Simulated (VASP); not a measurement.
# Mo (Im-3m) in VASP: density of states with PBE

Aim: the density of states of Mo with PBE.

Program: VASP 6.6.1. These are calculated values, not measurements. Logs are shortened: lines on timing, memory, paths and dates and some standing lists are left out, and cuts for length are marked.

## (1) The structure

It takes space group Im-3m (No. 229, cubic). Conventional cell: a = 3.163 Å, b = 3.163 Å, c = 3.163 Å, α = 90.00°, β = 90.00°, γ = 90.00°. Mo (site symmetry m-3m) has 8 Mo at 2.74 Å as nearest neighbours.

## (2) Density of states, PBE

Input file POSCAR:

```
Mo                                      
1.0
   -1.5812523262      1.5812523262      1.5812523262
    1.5812523262     -1.5812523262      1.5812523262
    1.5812523262      1.5812523262     -1.5812523262
  Mo            
     1
Direct
     0.0000000000000000    0.0000000000000000    0.0000000000000000
```

Input file INCAR.step1:

```
  PREC = Accurate
  ENCUT = 700
  EDIFF = 1E-7
  ISMEAR = 0
  SIGMA = 0.1
  LREAL = F
  LASPH = T
  NELM = 80
  ALGO = Fast
  ISIF = 2
  LWAVE = F
  LCHARG = T
  LMAXMIX = 4
  GGA = PE
  NBANDS = 13
```

Input file KPOINTS.step1:

```
regular mesh
0
Gamma
  18 18 18
```

Input file INCAR.step2:

```
  PREC = Accurate
  ENCUT = 700
  EDIFF = 1E-7
  ISMEAR = -5
  SIGMA = 0.1
  LREAL = F
  LASPH = T
  NELM = 80
  ALGO = Fast
  ISIF = 2
  LWAVE = F
  LCHARG = F
  LMAXMIX = 4
  GGA = PE
  LORBIT = 10
  NBANDS = 13
  NEDOS = 2001
  ICHARG = 11
```

Input file KPOINTS.step2:

```
regular mesh
0
Gamma
  27 27 27
```

Potentials or basis: VASP PAW PBE potentials, release 64 (Mo_sv).

Run with:

```
$ cat potpaw_PBE.64/Mo_sv/POTCAR > POTCAR
$ cp INCAR.step1 INCAR
$ cp KPOINTS.step1 KPOINTS
$ mpirun -np 1 vasp_std > vasp.out
$ cp INCAR.step2 INCAR
$ cp KPOINTS.step2 KPOINTS
$ mpirun -np 1 vasp_std > vasp.out
```

OUTCAR:

```text
PREC = Accurate
   ENCUT = 700
   EDIFF = 1E-7
   ISMEAR = -5
   LREAL = F
   LASPH = T
   NELM = 80
   ISIF = 2
   GGA = PE
   LORBIT = 10
   ICHARG = 11

 ion  position               nearest neighbor table
   1  0.000  0.000  0.000-

  LATTYP: Found a body centered cubic cell.
 ALAT       =     3.1625046524

  Lattice vectors:

 A1 = (  -1.5812523262,   1.5812523262,   1.5812523262)
 A2 = (   1.5812523262,  -1.5812523262,   1.5812523262)
 A3 = (   1.5812523262,   1.5812523262,  -1.5812523262)

Analysis of symmetry for initial positions (statically):
=====================================================================
 Subroutine PRICEL returns:
 Original cell was already a primitive cell.

 Routine SETGRP: Setting up the symmetry group for a
 body centered cubic supercell.

 Subroutine GETGRP returns: Found 48 space group operations
 (whereof 48 operations were pure point group operations)
 out of a pool of 48 trial point group operations.

The static configuration has the point symmetry O_h .

Analysis of symmetry for dynamics (positions and initial velocities):
=====================================================================
 Subroutine PRICEL returns:
 Original cell was already a primitive cell.

 Routine SETGRP: Setting up the symmetry group for a
 body centered cubic supercell.

 Subroutine GETGRP returns: Found 48 space group operations
 (whereof 48 operations were pure point group operations)
 out of a pool of 48 trial point group operations.

The dynamic configuration has the point symmetry O_h .

 Subroutine INISYM returns: Found 48 space group operations
 (whereof 48 operations are pure point group operations),
 and found     1 'primitive' translations

----------------------------------------------------------------------------------------

                                     Primitive cell

  volume of cell :      15.8148

  direct lattice vectors                    reciprocal lattice vectors
    -1.581252326  1.581252326  1.581252326     0.000000000  0.316205068  0.316205068
     1.581252326 -1.581252326  1.581252326     0.316205068  0.000000000  0.316205068
     1.581252326  1.581252326 -1.581252326     0.316205068  0.316205068  0.000000000

  length of vectors
     2.738809369  2.738809369  2.738809369     0.447181496  0.447181496  0.447181496

  position of ions in fractional coordinates (direct lattice)
     0.000000000  0.000000000  0.000000000

  ion indices of the primitive-cell ions
   primitive index   ion index
                 1           1

----------------------------------------------------------------------------------------

 KPOINTS: regular mesh

Automatic generation of k-mesh.
 Grid dimensions read from file:
 generate k-points for:   27   27   27

 Generating k-lattice:

  Cartesian coordinates                     Fractional coordinates (reciprocal lattice)
     0.000000000  0.011711299  0.011711299     0.037037037  0.000000000  0.000000000
     0.011711299  0.000000000  0.011711299     0.000000000  0.037037037  0.000000000
     0.011711299  0.011711299  0.000000000     0.000000000  0.000000000  0.037037037

  Length of vectors
     0.016562278  0.016562278  0.016562278

  Shift w.r.t. Gamma in fractional coordinates (k-lattice)
     0.000000000  0.000000000  0.000000000

 TETIRR: Found  23679 inequivalent tetrahedra from   118098

 Subroutine IBZKPT returns following result:
 ===========================================

 Found    560 irreducible k-points:

 Following reciprocal coordinates:
            Coordinates               Weight
  0.000000  0.000000  0.000000      1.000000
  0.037037  0.000000  0.000000     12.000000
  0.074074  0.000000  0.000000     12.000000
  0.111111  0.000000  0.000000     12.000000
  0.148148  0.000000  0.000000     12.000000
  0.185185  0.000000  0.000000     12.000000
[... 16 lines left out ...]
  0.333333  0.037037  0.000000     48.000000
  0.370370  0.037037  0.000000     48.000000
 [... further k-points ...]
   k-points           NKPTS =    560   k-points in BZ     NKDIM =    560   number of bands    NBANDS=     13
   number of dos      NEDOS =   2001   number of ions     NIONS =      1
   total plane-waves  NPLWV =  13824
   dimension x,y,z NGX =    24 NGY =   24 NGZ =   24
   dimension x,y,z NGXF=    48 NGYF=   48 NGZF=   48
   ions per type =               1
   NGX,Y,Z   is equivalent  to a cutoff of  14.57, 14.57, 14.57 a.u.
   NGXF,Y,Z  is equivalent  to a cutoff of  29.14, 29.14, 29.14 a.u.
 SYSTEM =  unknown system
   PREC   = accura    normal or accurate (medium, high low for compatibility)
   ISTART =      0    job   : 0-new  1-cont  2-samecut
   ICHARG =     11    charge: 1-file 2-atom 10-const
   ISPIN  =      1    spin polarized calculation?
   LNONCOLLINEAR =      F non collinear calculations
   LSORBIT =      F    spin-orbit coupling
   LASPH  =      T    aspherical Exc in radial PAW
   ENCUT  =  700.0 eV  51.45 Ry    7.17 a.u.   5.91  5.91  5.91*2*pi/ulx,y,z
   NELM   =     80;   NELMIN=  2; NELMDL=  0     # of ELM steps
   EDIFF  = 0.1E-06   stopping-criterion for ELM
   LREAL  =      F    real-space projection
   EDIFFG = 0.1E-05   stopping-criterion for IOM
   NSW    =      0    number of steps for IOM
   IBRION =     -1    ionic relax: 0-MD 1-quasi-New 2-CG
   NFREE  =      0    steps in history (QN), initial steepest desc. (CG)
   ISIF   =      2    stress and relaxation
   ISYM   =      2    0-nonsym 1-usesym 2-fastsym
   POTIM  = 0.5000    time-step for ionic-motion
   TEBEG  =    0.0;   TEEND  =   0.0 temperature during run
   PSTRESS=    0.0 pullay stress
   NELECT =      14.0000    total number of electrons
   NUPDOWN=      -1.0000    fix difference up-down
   EMIN   =  10.00;   EMAX   =-10.00  energy-range for DOS
   EFERMI =   0.00;   METHOD = LEGACY
   ISMEAR =    -5;   SIGMA  =   0.10  broadening in eV -4-tet -1-fermi 0-gaus
   EFERMI_NEDOS =   21; number of points for ismear=-14 and -15
   IALGO  =     68    algorithm
   IMIX   =      4    mixing-type and parameters
     AMIX     =   0.40;   BMIX     =  1.00
     AMIX_MAG =   1.60;   BMIX_MAG =  1.00
  volume/ion in A,a.u.               =      15.81       106.72
  Fermi-wavevector in a.u.,A,eV,Ry     =   1.571917  2.970493 33.618958  2.470924
  Thomas-Fermi vector in A             =   2.673429
   LORBIT       =     10    0 simple, 1 ext, 2 COOP (PROOUT), +10 PAW based schemes
   GGA     = PE    functional components
   LHFCALC =     F    Hartree Fock is set to
   AEXX    =    0.0000 exact exchange contribution
   IVDW    =     0    specifies the selected vdW correction
   LEPSILON=     F    determine dielectric tensor
   LRPA    =     F    only Hartree local field effects (RPA)
 non-spin polarized calculation
 RMM-DIIS sequential band-by-band and
 Fermi weights with tetrahedron method with Bloechl corrections
  energy-cutoff  :      700.00
  volume of cell :       15.81
 maximum number of plane-waves:       682

 number of electron      14.0000002 magnetization

 Free energy of the ion-electron system (eV)
  ---------------------------------------------------
  ext. energy  EPLUGINS =         0.00000000
  ---------------------------------------------------
  free energy    TOTEN  =       -10.93575397 eV

  energy without entropy =      -10.93575397  energy(sigma->0) =      -10.93575397

 E-fermi :  12.4273     XC(G=0): -13.3247

 val. band max:       12.4583510679   @ k =   0.4074   0.1111   0.0741
 cond. band min:      12.4070128551   @ k =  -0.2593   0.3704   0.1481
 fundamental gap:     -0.0513382128
 Fermi energy:        12.4272799819

 k-point     1 :       0.0000    0.0000    0.0000
  band No.  band energies     occupation
      1     -48.8733      2.00000
      2     -22.1671      2.00000
      3     -22.1671      2.00000
      4     -22.1671      2.00000
      5       5.2100      2.00000
      6      11.0645      2.00000
      7      11.0645      2.00000
      8      11.0645      2.00000
      9      14.0472      0.00000
     10      14.0472      0.00000
     11      27.2209      0.00000
     12      27.2209      0.00000
     13      27.2209      0.00000

 k-point     2 :       0.0370    0.0000    0.0000
  band No.  band energies     occupation
      1     -48.8700      2.00000
      2     -22.1866      2.00000
      3     -22.1731      2.00000
      4     -22.1672      2.00000
      5       5.2705      2.00000
      6      11.0303      2.00000
      7      11.0596      2.00000
      8      11.1207      2.00000
      9      13.9948      0.00000
     10      14.0479      0.00000
     11      27.2672      0.00000
     12      27.3225      0.00000
     13      27.3415      0.00000

 k-point     3 :       0.0741    0.0000    0.0000
  band No.  band energies     occupation
      1     -48.8602      2.00000
      2     -22.2437      2.00000
      3     -22.1908      2.00000
      4     -22.1676      2.00000
      5       5.4486      2.00000
      6      10.9311      2.00000
      7      11.0409      2.00000
      8      11.2884      2.00000
      9      13.8568      0.00000
     10      14.0513      0.00000
     11      27.3944      0.00000
     12      27.6234      0.00000
     13      27.6756      0.00000

 k-point     4 :       0.1111    0.0000    0.0000
  band No.  band energies     occupation
      1     -48.8444      2.00000
      2     -22.3349      2.00000
      3     -22.2191      2.00000
      4     -22.1683      2.00000
      5       5.7324      2.00000
      6      10.7766      2.00000
      7      10.9990      2.00000
      8      11.5644      2.00000
      9      13.6835      0.00000
     10      14.0600      0.00000
     11      27.5637      0.00000
     12      28.1124      0.00000
     13      28.1414      0.00000

 k-point     5 :       0.1481    0.0000    0.0000
  band No.  band energies     occupation
      1     -48.8234      2.00000
      2     -22.4541      2.00000
      3     -22.2564      2.00000
      4     -22.1692      2.00000
      5       6.1000      2.00000
      6      10.5805      2.00000
      7      10.9284      2.00000
      8      11.9435      2.04021
      9      13.5354      0.00000
     10      14.0782      0.00000
     11      27.7022      0.00000
     12      28.6035      0.00000
     13      28.7732      0.00000
[... 257 lines left out ...]
 k-point    22 :       0.2963    0.0370    0.0000
  band No.  band energies     occupation
      1     -48.6968      2.00000
      2     -23.1281      2.00000
      3     -22.4732      2.00000
      4     -22.1820      2.00000
      5       7.4806      2.00000
      6       9.5846      2.00000
      7      11.3371      2.00000
      8      13.7108      0.00000
      9      14.3995      0.00000
     10      14.7318      0.00000
     11      26.2052      0.00000
     12      27.1164      0.00000
     13      33.0150      0.00000

 k-point    23 :       0.3333    0.0370    0.0000
  band No.  band energies     occupation
      1     -48.6713      2.00000
      2     -23.2570      2.00000
      3     -22.5168      2.00000
      4     -22.1832      2.00000
      5       7.4530      2.00000
      6       9.4077      2.00000
      7      11.8850      2.03757
      8      13.8789      0.00000
      9      14.4957      0.00000
     10      15.4364      0.00000
     11      25.6111      0.00000
     12      26.2088      0.00000
     13      32.2760      0.00000

 k-point    24 :       0.3704    0.0370    0.0000
  band No.  band energies     occupation
      1     -48.6498      2.00000
      2     -23.3641      2.00000
      3     -22.5532      2.00000
      4     -22.1842      2.00000
      5       7.3692      2.00000
      6       9.2642      2.00000
      7      12.4951      0.96252
      8      14.0246      0.00000
      9      14.6021      0.00000
     10      16.1004      0.00000
     11      25.0734      0.00000
     12      25.3543      0.00000
     13      31.1846      0.00000

 [... further k-points ...]
[... 5 lines left out ...]
  --------------------------------------------------------------------------------------
  -------------------------------------------------------------------------------------
  Total       -0.0244589     -0.0244589     -0.0244589     -0.0000000     -0.0000000     -0.0000000
  in kB       -2.4779043     -2.4779043     -2.4779043     -0.0000000     -0.0000000     -0.0000000
  external PRESSURE =      -2.4779043 kB  Pullay stress =       0.0000000 kB

 VOLUME and BASIS-vectors are now :
 -----------------------------------------------------------------------------
  energy-cutoff  :      700.00
  volume of cell :       15.81
      direct lattice vectors                 reciprocal lattice vectors
    -1.581252326  1.581252326  1.581252326     0.000000000  0.316205068  0.316205068
     1.581252326 -1.581252326  1.581252326     0.316205068  0.000000000  0.316205068
     1.581252326  1.581252326 -1.581252326     0.316205068  0.316205068  0.000000000

 POSITION                                       TOTAL-FORCE (eV/Angst)
 -----------------------------------------------------------------------------------
      0.00000      0.00000      0.00000         0.000000     -0.000000      0.000000
 -----------------------------------------------------------------------------------
    total drift:                                0.000000      0.000000     -0.000000

  FREE ENERGIE OF THE ION-ELECTRON SYSTEM (eV)
  ---------------------------------------------------
  free  energy   TOTEN  =       -10.9357539704 eV

  energy  without entropy=      -10.9357539704  energy(sigma->0) =      -10.93575397

 total charge

# of ion       s       p       d       tot
------------------------------------------
    1        2.378   6.203   3.892  12.473
```

It took 88 s on 1 thread of Intel Xeon Platinum 8259CL at 2.50GHz (Skylake/Cascade Lake), shared host; peak memory 0.32 GiB.

Results:

| Property | Result |
| --- | --- |
| Valence electrons inside the program's atomic spheres | Mo 12.47 |

Levels at points of the mesh, in eV from the Fermi level:
```
           k point  band 5  band 6  band 7  band 8  band 9  band 10
(0.00, 0.00, 0.00)   -7.22   -1.36   -1.36   -1.36    1.62     1.62
```

States per cell in windows of 1 eV (zero at the Fermi level; states under -8 eV left out):
| from (eV) | total | Mo1_d | Mo1_p | Mo1_s |
| --- | --- | --- | --- | --- |
| -8.0 | 0.00 | 0.00 | 0.00 | 0.00 |
| -7.0 | 0.06 | 0.00 | 0.00 | 0.03 |
| -6.0 | 0.25 | 0.08 | 0.01 | 0.07 |
| -5.0 | 1.23 | 0.67 | 0.04 | 0.17 |
| -4.0 | 1.23 | 0.86 | 0.04 | 0.05 |
| -3.0 | 1.33 | 1.01 | 0.05 | 0.01 |
| -2.0 | 1.40 | 0.94 | 0.10 | 0.04 |
| -1.0 | 0.53 | 0.35 | 0.05 | 0.01 |
| 0.0 | 0.97 | 0.78 | 0.03 | 0.01 |
| 1.0 | 1.42 | 1.26 | 0.02 | 0.01 |
| 2.0 | 1.58 | 1.42 | 0.03 | 0.02 |
| 3.0 | 0.67 | 0.56 | 0.03 | 0.02 |
| 4.0 | 0.35 | 0.25 | 0.03 | 0.02 |
| 5.0 | 0.28 | 0.16 | 0.04 | 0.02 |
| 6.0 | 0.26 | 0.13 | 0.05 | 0.02 |
| 7.0 | 0.23 | 0.10 | 0.05 | 0.01 |

Caveat: tetrahedron occupations give inexact forces and stress in metals.
